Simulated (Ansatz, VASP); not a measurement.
Cs: VASP beside Ansatz

The input INCAR:

```
ALGO = Normal
EDIFF = 1E-6
ENCUT = 520
ISIF = 2
ISMEAR = 0
LASPH = T
LCHARG = F
LREAL = F
LWAVE = F
NBANDS = 10
NELM = 100
PREC = Accurate
SIGMA = 0.15
```

KPOINTS

```
k-points
0
Gamma
  12 12 12
```

Contents of POSCAR:

```
Cs
1.0
   -3.3928123341      3.3928123341      2.3987183202
    3.3928123341     -3.3928123341      2.3987183202
    3.3928123341      3.3928123341     -2.3987183202
Cs
1
Direct
    0.0000000000      0.0000000000      0.0000000000
```

Input for Ansatz:

```yaml
crystal:
  lattice:
    - [-3.3928123341, 3.3928123341, 2.3987183202]
    - [3.3928123341, -3.3928123341, 2.3987183202]
    - [3.3928123341, 3.3928123341, -2.3987183202]
  atoms:
    - { symbol: Cs, position: [0.0, 0.0, 0.0] }
basis:
  ecutwfc: 420
kpoints:
  mp_grid: { grid: [12, 12, 12] }
hamiltonian:
  xc: lda
scf:
  occupations: { method: gaussian, width: 0.15 }
output:
  forces: true
  stress: true
  eigenvalues: true
```

Alike in both runs: task single point; functional LDA; k mesh 12 × 12 × 12; occupations gaussian, width 0.15 eV; no spin polarisation.

|  | VASP | Ansatz |
| --- | --- | --- |
| version | VASP 6.6.1 | Ansatz 0.2.0 |
| potentials or method | VASP PAW LDA potentials, release 64 (Cs_sv) | scalar-relativistic, plane waves, PAW |
| plane-wave cutoff (eV) | 520 | 420 |
| valence electrons in the cell | 9 | 9 |

|  | VASP | Ansatz | Ansatz less VASP |
| --- | --- | --- | --- |
| gap on the k mesh at the Fermi level (eV) | none | none | - |
| pressure (GPa) | -0.2 | -0.2 | +0.01 |
| largest component of the traceless stress (GPa) | 0.38 | 0.38 | -0.002 |

A gap of «none» marks a metal or a gap that the smearing closes.

Spin-orbit coupling is left out, which matters for the levels of Cs.
